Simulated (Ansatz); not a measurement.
Crystal: CoO.

```
CELL_PARAMETERS angstrom
0.00000 2.13150 2.13150
2.13150 0.00000 2.13150
2.13150 2.13150 0.00000
ATOMIC_POSITIONS crystal
Co 0.00000 0.00000 0.00000
O 0.50000 0.50000 0.50000
```

Base run:

| Quantity | Value |
| --- | --- |
| Program | Ansatz 0.2.0 |
| Functional | PBEsol |
| Potentials or basis | Ansatz PAW |
| Cutoff | 420 eV (not typed: the program's choice for these potentials) |
| k mesh | 11 × 11 × 11 |
| Occupations | fermi-dirac, width 0.05 eV |
| Spin | no spin polarisation |

Its results: band gap on the k mesh none (metal or under the smearing width); pressure -28.2 GPa.

Question: The run is repeated on the same cell with these changes: spin from no spin polarisation to collinear spin, ferromagnetic start. What comes out?

Answer: Band gap on the k mesh none (metal or under the smearing width); pressure -10.8 GPa; net moment 2.96 μB per cell; site moments Co +2.50; O +0.34 μB.

Caveats: semilocal functionals often make such compounds metallic where correlation or magnetic order opens a gap, which also shifts bond lengths; the PAW data sets come from PBE, with cores solved anew for the run's functional, which leaves a small shift of forces and pressure; a pressure of tens of GPa on the cell as given is suspect, and the run, the potentials or the cell itself is likely at fault (some runs); an odd number of electrons without spin polarisation forces a metal (some runs); a magnetic or distorted state may lie lower (some runs); a cell with one magnetic atom can't hold antiferromagnetic order, which such compounds often take (some runs).
